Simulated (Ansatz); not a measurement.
CdTe:

```
Te Cd
1.0
     0.00000    3.20500    3.20500
     3.20500    0.00000    3.20500
     3.20500    3.20500    0.00000
Te Cd
1 1
Direct
  0.75000 0.75000 0.75000
  0.00000 0.00000 0.00000
```

| Item | Value |
| --- | --- |
| Program | Ansatz 0.2.0 |
| Task | relaxation of cell and atoms |
| Functional | PBEsol |
| Potentials or basis | Ansatz PAW |
| Cutoff | 420 eV (not typed: the program's choice for these potentials) |
| k mesh | 7 × 7 × 7 |
| Occupations | fermi-dirac, width 0.05 eV |
| Spin | no spin polarisation |

At the start: volume 32.92 Å³/atom.

Q: How do energy, volume and symmetry change on relaxing?

A: It ends after 5 steps and the volume is 34.16 Å³/atom (+3.8 %); space group F-43m (No. 216, to 0.05 Å).

Step by step:
```csv
step,energy change (eV),largest force (eV/Å),volume (Å³)
1,0.0000,0.0000,65.84
2,-0.0080,0.0000,69.78
3,-0.0120,0.0000,68.43
4,-0.0120,0.0000,68.33
5,-0.0125,0.0000,68.33
```

Final structure:
```yaml
crystal:
  lattice:
    - [0.00000, 3.24478, 3.24478]
    - [3.24478, 0.00000, 3.24478]
    - [3.24478, 3.24478, 0.00000]
  atoms:
    - { symbol: Te, position: [0.75000, 0.75000, 0.75000] }
    - { symbol: Cd, position: [0.00000, 0.00000, 0.00000] }
```

Caveat: the plane-wave basis is chosen anew once the cell has moved, so the energies of steps on either side of that aren't comparable; the PAW data sets come from PBE, with cores solved anew for the run's functional, which leaves a small shift of forces and pressure.
